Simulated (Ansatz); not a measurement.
# Si3N4 (P6_3/m):Ga_Si, thermodynamic levels from a 126-atom cell, part 2 of 2

Charge states of Ga_Si in Si3N4 (P6_3/m), set against the band edges. Model: a cell of 126 host atoms with 1 Si taken out and 1 Ga put in.

Ansatz; place-levels on PBEsol runs: charge-transition levels and formation energies with image-charge correction and potential alignment at the atomic sites; PAW set soft_1.

So far: Starting point; Charge states.

### 3. Levels against the band edges, PBEsol

A charged cell interacts with its images and the background, and its potential has another zero than the host's. place-levels removes the first by a point-charge model, screened by the static dielectric constant since the ions have relaxed around the charge, and the second by comparing potentials at atoms far from the defect.

The host is a run of the defect-free crystal in the same cutoffs, grids and k-points, so that basis and sampling errors cancel in part in the differences. Its band edges come from a run of the primitive cell that searches the zone for them. The host is run in a cell of 42 atoms on a matching mesh. Chemical potentials are energies per atom of Si (diamond) and Ga (alpha-Ga (Cmce)), run with the same functional and cutoff.

File levels.point.yaml:

```yaml
host:
  run: host.point.run
  levels_from: { run: edges.point.run }
states: [qm1.point.run, q0_M1.point.run, qp1.point.run, qp1_M2.point.run]
geometry_from:
  qm1.point.run: qm1.relax.run
  q0_M1.point.run: q0_M1.relax.run
  qp1.point.run: qp1.relax.run
  qp1_M2.point.run: qp1_M2.relax.run
  host.point.run: host.relax.run
chemical_potentials:
  Si:
    energy: -621.49341
    dataset: <sha256 of the dataset>
  Ga:
    energy: -3743.205341
    dataset: <sha256 of the dataset>
epsilon: [4.29, 4.29, 4.37]
static_epsilon: [8.29, 8.29, 8.25]
vertical:
  - { from: qm1.point.run, to: qm1.point_neutral.run }
  - { from: qp1.point.run, to: qp1.point_neutral.run }
  - { from: qp1_M2.point.run, to: qp1_M2.point_neutral.run }
```

The run is started by

```console
$ ansatz place-levels levels.point.yaml -- --threads 4 --pin off --max-ram 15073MiB
```

The program printed:

```text
[... repeated set-up lines and file paths are left out, and long positions are rounded to six places ...]
(+1/0) 0.000 eV above the valence edge (-0.246 eV without the band-filling correction), 4.186 eV under the conduction edge
(0/-1) 0.111 eV above the valence edge, 4.075 eV under the conduction edge
formation energy of charge +1: +3.609 eV with the Fermi level at the valence edge
formation energy of charge 0: +3.609 eV with the Fermi level at the valence edge
formation energy of charge -1: +3.720 eV with the Fermi level at the valence edge
vertical -1 to 0: no energy, since no alignment is typed
  the change from vertical[0].from (qm1.point.run) to vertical[0].to (qm1.point_neutral.run): by its potential at epsilon [4.29, 4.29, 4.37] it stands at 0.335 0.388 0.583, with an rms radius of about 5.7 Å (3.5 3.3 3.1 Å across the planes of the cell's [...]
vertical +1 to 0: no energy, since no alignment is typed
  the change from vertical[1].from (qp1.point.run) to vertical[1].to (qp1.point_neutral.run): by its potential at epsilon [4.29, 4.29, 4.37] it is spread over the cell along a vector, with an rms radius of about 7.9 Å (5.5 4.1 3.8 Å across the planes of the [...]
vertical +1 to 0: no energy, since no alignment is typed
  the change from vertical[2].from (qp1_M2.point.run) to vertical[2].to (qp1_M2.point_neutral.run): by its potential at epsilon [4.29, 4.29, 4.37] it stands at 0.258 0.439 0.582, with an rms radius of about 6.0 Å (3.9 3.3 3.1 Å across the planes of the cell's [...]
  edges by pbesol of host.levels_from (edges.point.run), its mesh sampled to repeats of 26.19 Å (the valence edge +0.130 eV and the conduction edge -0.336 eV from those of the host's own run), gap 4.186 eV; the host is sampled to repeats of 26.41 Å
  the defect's cells are sampled to repeats of 26.41 Å, like sampling
  charge +1: -64090.3679 eV with its correction of +0.120 eV, at epsilon [8.29, 8.29, 8.25], aligned at sites: -0.0988 eV, mean over 89 atomic sites at or beyond 4.37 Å from the defect at [0.3528, 0.4732, 0.5833], with +0.000070 for the charge's moments and [...]
  states[2] (qp1.point.run): levels filled in part (TS 0.008 eV): its energy is of no whole electron's
  charge 0: +0.000 eV for its dipole among its images, +0.000 omitted
  states[1] (q0_M1.point.run): levels filled in part (TS 0.007 eV): its energy is of no whole electron's
  charge -1: -64074.2589 eV with its correction of +0.162 eV, at epsilon [8.29, 8.29, 8.25], aligned at sites: +0.0567 eV, mean over 89 atomic sites at or beyond 4.37 Å from the defect at [0.3528, 0.4732, 0.5833], with +0.007686 for the charge's moments and [...]
  charge +1: states[3] (qp1_M2.point.run) stands 0.045 eV higher, with a moment of 2.00 μB against 0.00
  states[3] (qp1_M2.point.run): levels filled in part (TS 0.001 eV): its energy is of no whole electron's
  of states[2] (qp1.point.run): it parts from the run at its places by a charge that spreads by about 5.5 Å along one vector (2 Å or more is wide), by its potential at epsilon [4.29, 4.29, 4.37], taken for that of held ions (one typed too small widens it), [...]
  of states[1] (q0_M1.point.run): its displacements don't fall off away from the defect: farther atoms stand 0.013 Å off the host's places. [...]
  of states[0] (qm1.point.run): it parts from the run at its places by a charge that spreads by about 3.1 Å along one vector (1.5 Å or more is wide), by its potential at epsilon [4.29, 4.29, 4.37], taken for that of held ions (one typed too small widens it), [...]
  of states[3] (qp1_M2.point.run): it parts from the run at its places by a charge that spreads by about 3.1 Å along one vector (1.5 Å or more is wide), by its potential at epsilon [4.29, 4.29, 4.37], taken for that of held ions (one typed too small widens [...]
  of vertical[0].from (qm1.point.run): it parts from the run at its places by a charge that spreads by about 3.1 Å along one vector (1.5 Å or more is wide), by its potential at epsilon [4.29, 4.29, 4.37], taken for that of held ions (one typed too small [...]
  vertical[0].to (qm1.point_neutral.run): levels filled in part (TS 0.002 eV): its energy is of no whole electron's
  of vertical[0].to (qm1.point_neutral.run): its moments are held at its close (magnetization.spin_locking), by a field of 0.005 eV a Bohr magneton, and its energy and levels are of the state that this holds: a run that lets them go can end lower
  vertical[1].from (qp1.point.run): levels filled in part (TS 0.008 eV): its energy is of no whole electron's
  of vertical[1].from (qp1.point.run): its displacements don't fall off away from the defect: farther atoms stand 0.013 Å off the host's places. [...]
  vertical[1].to (qp1.point_neutral.run): levels filled in part (TS 0.007 eV): its energy is of no whole electron's
  of vertical[1].to (qp1.point_neutral.run): its displacements don't fall off away from the defect: farther atoms stand 0.013 Å off the host's places. [...]
  vertical[2].from (qp1_M2.point.run): levels filled in part (TS 0.001 eV): its energy is of no whole electron's
  of vertical[2].from (qp1_M2.point.run): its displacements don't fall off away from the defect: farther atoms stand 0.013 Å off the host's places. [...]
  vertical[2].to (qp1_M2.point_neutral.run): levels filled in part (TS 0.007 eV): its energy is of no whole electron's
  of vertical[2].to (qp1_M2.point_neutral.run): its displacements don't fall off away from the defect: farther atoms stand 0.013 Å off the host's places. [...]
```

The job ended after 1 s (4 threads of Intel Xeon Platinum 8259CL at 2.50GHz (Skylake/Cascade Lake), shared host).

Levels between the charges placed, in eV above the valence top:

```
        gap (eV)  (+1/0)  (0/−1)
PBEsol      4.19    0.00    0.11
```

Corrections by state:

| charge | moment (μB) | image terms and alignment (eV) | band filling (eV) | ε used | over the lowest of its charge, as the program ranks them, band filling apart (eV) |
| --- | --- | --- | --- | --- | --- |
| +1 | 0.0 | 0.120 | -0.246 | principal values (8.25, 8.29, 8.29) | 0.000 |
| 0 | 1.0 | 0.000 | - | - | 0.000 |
| −1 | 0.0 | 0.162 | - | principal values (8.25, 8.29, 8.29) | 0.000 |
| +1 | 2.0 | 0.133 | - | principal values (8.25, 8.29, 8.29) | 0.045 |

The charged structures listed were also run neutral, and place-levels reads from each pair, by the potential or the spins, how wide the charge is by which they differ; that can be the carrier of either run.

| charge | rms radius (Å) | spread where it is widest against the cell (Å) | wide from (Å) | reading |
| --- | --- | --- | --- | --- |
| +1 | 7.9 | 5.52 | 1.98 | wide |
| −1 | 5.7 | 3.08 | 1.51 | wide |

The neutral runs of these pairs need not share the spin of the lowest neutral state, and very wide values only mean spread over the cell.

From the program's caveats on the states, each cut to its opening words:

- charge +1: it parts from the run at its places by a charge that spreads by about 5.5 Å along one vector (2 Å or more is wide), by its potential at epsilon [4.29, 4.29, [...]
- charge +1: a band-filling correction moves a carrier to the host's band edge, which changes its energy by -0.246 eV
- charge +1: its alignment with the host at atomic sites is doubtful: the mean over the far sites moves by +0.0706 eV from their farther parts to their nearer, more than [...]
- charge +1: the host's ions (past the first shell or, of a walk that freed a part, those that it held) aren't shown at rest: they stand up to 0.066 Å off their sites, 1.04 [...]
- charge +1, 0 (1 μB), +1 (2 μB): its displacements don't fall off away from the defect: farther atoms stand 0.013 Å off the host's places
- charge −1, +1 (2 μB): it parts from the run at its places by a charge that spreads by about 3.1 Å along one vector (1.5 Å or more is wide), by its potential at epsilon [4.29, 4.29, [...]
- charge +1 (2 μB): its alignment with the host at atomic sites is doubtful: the mean over the far sites moves by +0.0606 eV from their farther parts to their nearer, more than [...]
- charge +1 (2 μB): its moments are held at its close (magnetization.spin_locking), by a field of 0.041 eV a Bohr magneton, and its energy and levels are of the state that this [...]

The host's formation energy from the elements is -1.218 eV per atom; it sets how far the chemical potentials can move.

Limit set by the element alone; other compounds of these elements are not counted. Chemical potentials from the elements' reference states: N 0.00 eV, Si -2.84 eV, Ga 0.00 eV. Formation energy by charge state (N-rich; gap 4.19 eV):

```csv
charge,at valence top (eV),at conduction bottom (eV),correction included (eV)
+1,0.77,4.95,-0.13
0,0.77,0.77,0.00
−1,0.88,-3.31,0.16
```

```csv
Fermi level (eV),lowest formation energy (eV)
0.00,0.77
0.38,0.50
0.76,0.12
1.14,-0.26
1.52,-0.64
1.90,-1.02
2.28,-1.41
2.67,-1.79
3.05,-2.17
3.43,-2.55
3.81,-2.93
4.19,-3.31
```

Limit set by the element alone; other compounds of these elements are not counted. Chemical potentials from the elements' reference states: Si 0.00 eV, N -2.13 eV, Ga 0.00 eV. Formation energies (Si-rich), with the Fermi level at the valence top and at the conduction bottom (gap 4.19 eV):

| charge | at valence top (eV) | at conduction bottom (eV) | correction included (eV) |
| --- | --- | --- | --- |
| +1 | 3.61 | 7.80 | -0.13 |
| 0 | 3.61 | 3.61 | 0.00 |
| −1 | 3.72 | -0.47 | 0.16 |

(Fermi level (eV), lowest formation energy (eV)): (0.00, 3.61), (0.38, 3.34), (0.76, 2.96), (1.14, 2.58), (1.52, 2.20), (1.90, 1.82), (2.28, 1.43), (2.67, 1.05), (3.05, 0.67), (3.43, 0.29), (3.81, -0.09), (4.19, -0.47)

### 4. The same at the relaxations' own k-points

The relaxations' own energies give the levels at their sampling, for comparison.

File levels.relax_mesh.yaml:

```yaml
host:
  run: host.relax.run
  levels_from: { run: edges.relax.run }
states: [qm1.relax.run, q0_M1.relax.run, qp1.relax.run, qp1_M2.relax.run]
chemical_potentials:
  Si:
    energy: -621.49341
    dataset: <sha256 of the dataset>
  Ga:
    energy: -3743.205341
    dataset: <sha256 of the dataset>
```

The run is started by

```console
$ ansatz place-levels levels.relax_mesh.yaml -- --threads 4 --pin off --max-ram 15073MiB
```

The program printed:

```text
[...]
(0/-1) 0.060 eV above the valence edge, 4.127 eV under the conduction edge
formation energy of charge +1: +3.661 eV with the Fermi level at the valence edge
formation energy of charge 0: +3.661 eV with the Fermi level at the valence edge
formation energy of charge -1: +3.720 eV with the Fermi level at the valence edge
  edges by pbesol of host.levels_from (edges.relax.run), its mesh sampled to repeats of 26.19 Å (the valence edge +0.231 eV and the conduction edge -0.359 eV from those of the host's own run), gap 4.186 eV; the host is sampled to repeats of 15.83 Å
[... the lines on each state left out ...]
```

The job ended after 0.31 s (4 threads).

Levels between neighbouring charges, in eV above the valence top:

```
                        gap (eV)  (+1/0)  (0/−1)
one point at (¼, ¼, ¼)      4.19    0.00    0.06
  a 2×2×2 shifted mesh      4.19    0.00    0.11
```

Going from one point at (¼, ¼, ¼) to a 2×2×2 shifted mesh moves the levels that carry no band-filling term by up to 0.05 eV and formation energies against the elements by up to 0.05 eV; band-filling terms, which differ between samplings, are in these energies.

### 5. Outcome

| Quantity | Value |
| --- | --- |
| gap of the host | 4.19 eV (PBEsol) |
| level (plus 1/0) | 0.00 eV above the valence top (-0.25 eV above the valence top without the band-filling term) |
| level (0/minus 1) | 0.11 eV above the valence top |
| lowest of the charges placed, just above the valence top (0.02 eV) | 0 |
| lowest of the charges placed, just below the conduction bottom (0.02 eV) | −1 |
| lowest formation energy at mid-gap of the charges run, N-rich | -1.21 eV |
| lowest formation energy at mid-gap of the charges run, Si-rich | 1.63 eV |

In words: Of the charges placed (−1, 0 and +1), the lowest changes at 0.11 eV (0/−1) above the valence top, in a gap of 4.19 eV. (0/−1) lies nearer to a band edge than the share of the finite-size correction in it (0.16 eV), and that correction holds for a localised charge alone. (0/−1) lies 0.11 eV from a band edge, less than the doubt on such levels. Charges below −1 were not placed, so these runs say nothing of levels that involve them. States placed: +1 at 0 μB and 2 μB; 0 at 1 μB; −1 at 0 μB. Other spin states or structures, where not listed, weren't placed. The program finds carriers beyond a band edge of the host and adds a band-filling term at charge +1 (-0.25 eV); steps to such a charge show no bound level, and a defect level inside a band would be read the same way. Ga is taken at its element; compounds, which aren't counted here, bound the chemical potentials and would shift these formation energies. Going from one point at (¼, ¼, ¼) to a 2×2×2 shifted mesh moves the levels that carry no band-filling term by up to 0.05 eV and formation energies against the elements by up to 0.05 eV; band-filling terms, which differ between samplings, are in these energies. The program doubts the alignment of potentials for at least one state, a sign that the cell is small. Keep in mind: the images are only 8.7 Å apart; PBEsol makes the gap too small and tends to spread out bound carriers; where a gas molecule sets a chemical potential or the host's formation energy, its binding is uncorrected; force components of up to 0.20 eV/Å remain in a run at the final settings.

[Logs are printed without paths, hosts, clocks, repeated set-up lines and the standing remarks that a program may print on its own settings, such as how far it seeks lower states.]

[Hosts, paths, dates, database ids (printed as entryN), source tags and the programs' standing remarks are cut or masked in the printed files.]

[Where a table of states has a column of steps, it counts the stored structures, which are thinned; the runs took as many ionic steps or more.]

[A defect's name tells the site on which it was built; relaxed atoms can leave that site.]

[For some hosts the program warned that the k-mesh of the response run may be too coarse for force constants and the static dielectric constant; such warnings are not shown here.]
